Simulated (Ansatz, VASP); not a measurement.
## BP, level by level in two programs

```
CELL_PARAMETERS angstrom
0.00000 2.25377 2.25377
2.25377 0.00000 2.25377
2.25377 2.25377 0.00000
ATOMIC_POSITIONS crystal
P 0.75000 0.75000 0.75000
B 0.00000 0.00000 0.00000
```

Change from the starting cell: volume scaled by 0.98.

Single points on this cell with VASP 6.6.1 and Ansatz 0.2.0. Each row is one pair of runs. Alike in all rows: spin: off; k mesh: 10 × 10 × 10; smearing: fermi-dirac, width 0.05 eV; VASP's potentials, cutoff: VASP PAW PBE potentials, release 64 (P, B), 520 eV.

```csv
level,"Ansatz's potentials, cutoff","gap on the k mesh at the Fermi level (eV), VASP","gap on the k mesh at the Fermi level (eV), Ansatz","least direct gap on the mesh (eV), VASP","least direct gap on the mesh (eV), Ansatz","pressure (GPa), VASP","pressure (GPa), Ansatz"
PBE,"Ansatz PAW, 420 eV",1.21,1.22,3.43,3.43,4.4,4.6
PBE,"Ansatz NC, 1116 eV",1.21,1.22,3.43,3.43,4.4,4.6
PBE,"JTH PAW, 840 eV",1.21,1.21,3.43,3.43,4.4,4.6
PBE,"SPMS NC, 789 eV",1.21,1.22,3.43,3.44,4.4,4.4
```

Gap on the k mesh at the fermi level (eV): the two programs differ by at most 0.012; least direct gap on the mesh (eV): the two programs differ by at most 0.006; pressure (GPa): the two programs differ by at most 0.25.
